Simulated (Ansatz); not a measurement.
Input, command and steps of an Ansatz relaxation.

```yaml
crystal:
  lattice:
    - [2.1583962207, 2.1583962207, 0.0]
    - [-2.2855268881, 2.2855268881, 0.0]
    - [0.0, 0.0, 4.5710537763]
  atoms:
    - { symbol: B, position: [0.0, 0.0, 0.0014942208] }
    - { symbol: B, position: [0.5, 0.5, 0.5014942208] }
    - { symbol: P, position: [0.5, 0.0, 0.7485057792] }
    - { symbol: P, position: [0.0, 0.5, 0.2485057792] }
basis:
  ecutwfc: 420
kpoints:
  mp_grid: { grid: [8, 8, 6] }
hamiltonian:
  xc: pbesol
scf:
  occupations: { method: gaussian, width: 0.02 }
output:
  forces: true
  stress: true
  eigenvalues: true
  write_density: true
  write_potential: true
  elf: true
  volumetric_format: npy
relax:
  adjacent_minimum: "off"
  f_tol: 0.008
  max_steps: 40
  cell: { stress_tol: 0.015, fix: [a, angles] }
```

```bash
ansatz run input.yaml --threads 1 --pin off --max-ram 2560MiB --backend cpu --events-out ev --progress --plain --runs-dir out
```

The calculation used Ansatz 0.2.0, DFT PBEsol, scalar-relativistic, plane waves, PAW.

Of 8 frames 7 are shown, positions in Å and forces in eV/Å; the SCF threshold varies from step to step. Steps run on the plane waves of an earlier cell, with a Pulay correction in the pressure. The basis is chosen afresh for the last frame, the zero of the energies, and at times for earlier ones too; energy and pressure step there, also at an unchanged geometry.

```xyz
4
Lattice="2.1584 2.1584 0.0000 -2.2855 2.2855 0.0000 0.0000 0.0000 4.5711" Properties=species:S:1:pos:R:3:forces:R:3 pbc="T T T" step=1 free_energy_over_end_meV_per_atom=2.27 pressure_GPa=4.56
B     0.0000    0.0000    0.0068    0.0000    0.0000    0.2285
B    -0.0636    2.2220    2.2924    0.0000    0.0000    0.2285
P     1.0792    1.0792    3.4215    0.0000    0.0000   -0.2285
P    -1.1428    1.1428    1.1359    0.0000    0.0000   -0.2285
4
Lattice="2.1584 2.1584 0.0000 -2.2655 2.2655 0.0000 0.0000 0.0000 4.5813" Properties=species:S:1:pos:R:3:forces:R:3 pbc="T T T" step=2 free_energy_over_end_meV_per_atom=0.60 pressure_GPa=5.68
B     0.0000    0.0000    0.0061    0.0000    0.0000    0.1874
B    -0.0536    2.2120    2.2968    0.0000    0.0000    0.1874
P     1.0792    1.0792    3.4298    0.0000    0.0000   -0.1876
P    -1.1328    1.1328    1.1392    0.0000    0.0000   -0.1876
4
Lattice="2.1584 2.1584 0.0000 -2.2613 2.2613 0.0000 0.0000 0.0000 4.5652" Properties=species:S:1:pos:R:3:forces:R:3 pbc="T T T" step=3 free_energy_over_end_meV_per_atom=-0.07 pressure_GPa=6.62
B     0.0000    0.0000    0.0091    0.0000    0.0000    0.0556
B    -0.0515    2.2099    2.2918    0.0000    0.0000    0.0556
P     1.0792    1.0792    3.4148    0.0000    0.0000   -0.0557
P    -1.1307    1.1307    1.1322    0.0000    0.0000   -0.0557
4
Lattice="2.1584 2.1584 0.0000 -2.2622 2.2622 0.0000 0.0000 0.0000 4.5657" Properties=species:S:1:pos:R:3:forces:R:3 pbc="T T T" step=4 free_energy_over_end_meV_per_atom=-0.10 pressure_GPa=6.49
B     0.0000    0.0000    0.0106    0.0000    0.0000   -0.0011
B    -0.0519    2.2103    2.2934    0.0000    0.0000   -0.0011
P     1.0792    1.0792    3.4137    0.0000    0.0000    0.0011
P    -1.1311    1.1311    1.1308    0.0000    0.0000    0.0011
4
Lattice="2.1584 2.1584 0.0000 -2.2622 2.2622 0.0000 0.0000 0.0000 4.5655" Properties=species:S:1:pos:R:3:forces:R:3 pbc="T T T" step=5 free_energy_over_end_meV_per_atom=-0.10 pressure_GPa=6.50
B     0.0000    0.0000    0.0106    0.0000    0.0000    0.0000
B    -0.0519    2.2103    2.2933    0.0000    0.0000    0.0000
P     1.0792    1.0792    3.4136    0.0000    0.0000    0.0000
P    -1.1311    1.1311    1.1308    0.0000    0.0000    0.0000
4
Lattice="2.1584 2.1584 0.0000 -2.2622 2.2622 0.0000 0.0000 0.0000 4.5655" Properties=species:S:1:pos:R:3:forces:R:3 pbc="T T T" step=6 free_energy_over_end_meV_per_atom=0.00 pressure_GPa=6.49
B     0.0000    0.0000    0.0106    0.0000    0.0000   -0.0001
B    -0.0519    2.2103    2.2933    0.0000    0.0000   -0.0001
P     1.0792    1.0792    3.4136    0.0000    0.0000    0.0001
P    -1.1311    1.1311    1.1308    0.0000    0.0000    0.0001
4
Lattice="2.1584 2.1584 0.0000 -2.2621 2.2621 0.0000 0.0000 0.0000 4.5655" Properties=species:S:1:pos:R:3:forces:R:3 pbc="T T T" step=8 free_energy_over_end_meV_per_atom=0.00 pressure_GPa=6.50
B     0.0000    0.0000    0.0105    0.0000    0.0000    0.0000
B    -0.0519    2.2103    2.2933    0.0000    0.0000    0.0000
P     1.0792    1.0792    3.4136    0.0000    0.0000    0.0000
P    -1.1311    1.1311    1.1308    0.0000    0.0000    0.0000
```

The run took 36 s on 1 thread of Intel(R) Xeon(R) 6975P-C (Granite Rapids) (shared host), peak memory 0.44 GiB.